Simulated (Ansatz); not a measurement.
# TaN: stress in a strained cell

TaN is deformed so: zz strain of -2 %. What stress and forces result, by LAPW, PAW and all-electron datasets made for the crystal?

Program: Ansatz 0.2.0. Level of theory: DFT LDA, scalar-relativistic. These are calculated values, not measurements.

### 1 The starting structure

It takes space group P6_3mc (No. 186, hexagonal). Conventional cell: a = 3.050 Å, b = 3.050 Å, c = 4.940 Å, α = 90.00°, β = 90.00°, γ = 120.00°. Around Ta (site symmetry 3m) lie 4 N at 1.85 to 1.90 Å. Around N (site symmetry 3m) lie 4 Ta at 1.85 to 1.90 Å.

Coordinates:

```xyz
4
Lattice="3.0500 0.0000 0.0000 -1.5250 2.6414 0.0000 0.0000 0.0000 4.9400" Properties=species:S:1:pos:R:3 pbc="T T T"
Ta    0.0000    1.7609    0.0000
Ta    1.5250    0.8805    2.4700
N     0.0000    1.7609    1.9019
N     1.5250    0.8805    4.3719
```

Atoms are numbered in the order of the input: Ta1, Ta2, N3, N4.

### 2 After the deformation

Space group P6_3mc before, P6_3mc after.

### 3 All-electron LAPW

Input file input.yaml:

```yaml
crystal:
  lattice:
    - [3.0500010905, 0.0, 0.0]
    - [-1.5250005453, 2.641378426, 0.0]
    - [0.0, 0.0, 4.8412]
  atoms:
    - { symbol: Ta, position: [0.3333333333, 0.6666666667, 0.0] }
    - { symbol: Ta, position: [0.6666666667, 0.3333333333, 0.5] }
    - { symbol: "N", position: [0.3333333333, 0.6666666667, 0.385] }
    - { symbol: "N", position: [0.6666666667, 0.3333333333, 0.885] }
kpoints:
  mp_grid: { grid: [9, 9, 5] }
  band_path:
    path:
      - [0.0, 0.0, 0.0]
      - [0.5, 0.0, 0.0]
      - [0.3333333333, 0.3333333333, 0.0]
      - [0.0, 0.0, 0.0]
      - [0.0, 0.0, 0.5]
      - [0.5, 0.0, 0.5]
      - [0.3333333333, 0.3333333333, 0.5]
      - [0.0, 0.0, 0.5]
      - [0.5, 0.0, 0.5]
    npoints: 5
scf:
  occupations: { method: fermi_dirac, width: 0.03 }
hamiltonian:
  xc: lda
  pseudopotentials: { kind: all_electron, lapw: { basis_error: 0.001 } }
output:
  forces: true
  stress: true
  eigenvalues: true
```

Run with:

```bash
ansatz run input.yaml --threads 1 --pin off --max-ram 4096MiB --backend cpu --events-out ev --progress --plain --runs-dir out
```

### 4 PAW on the default files

Input file input.yaml:

```yaml
crystal:
  lattice:
    - [3.0500010905, 0.0, 0.0]
    - [-1.5250005453, 2.641378426, 0.0]
    - [0.0, 0.0, 4.8412]
  atoms:
    - { symbol: Ta, position: [0.3333333333, 0.6666666667, 0.0] }
    - { symbol: Ta, position: [0.6666666667, 0.3333333333, 0.5] }
    - { symbol: "N", position: [0.3333333333, 0.6666666667, 0.385] }
    - { symbol: "N", position: [0.6666666667, 0.3333333333, 0.885] }
kpoints:
  mp_grid: { grid: [9, 9, 5] }
scf:
  occupations: { method: fermi_dirac, width: 0.03 }
hamiltonian:
  xc: lda
  pseudopotentials: { kind: paw }
output:
  forces: true
  stress: true
  eigenvalues: true
  efg: { contact_densities: true }
```

### 5 All-electron PAW on datasets made for the crystal

Changes to input.yaml since step 4:

```diff
@@ -16,3 +16,3 @@
   xc: lda
-  pseudopotentials: { kind: paw }
+  pseudopotentials: { kind: all_electron, datasets: crystal }
 output:
```

(Steps that only read results are left out.)

Before running it: what results should come out? Wanted: pressure; largest shear or deviatoric stress.

As calculated:

| quantity | value |
| --- | --- |
| pressure | LAPW 128.91, PAW 131.42, crystal datasets 128.91 GPa |
| largest shear or deviatoric stress (LAPW) | 10.53 GPa |

What this shows: The largest part of the stress beyond the pressure is 10.53 GPa in size, in the zz component; the atoms are carried along and not relaxed. No run of the undeformed cell stands beside it, so the pressure holds what the given cell had before the change. PAW: stress within 2.60 GPa of LAPW, forces within 3 meV/Å. Crystal datasets: stress within 0.01 GPa of LAPW, forces within 1 meV/Å. Spin-orbit coupling is left out, though the cell holds Ta; in elements this heavy it can shift bands and gaps by tenths of an eV.
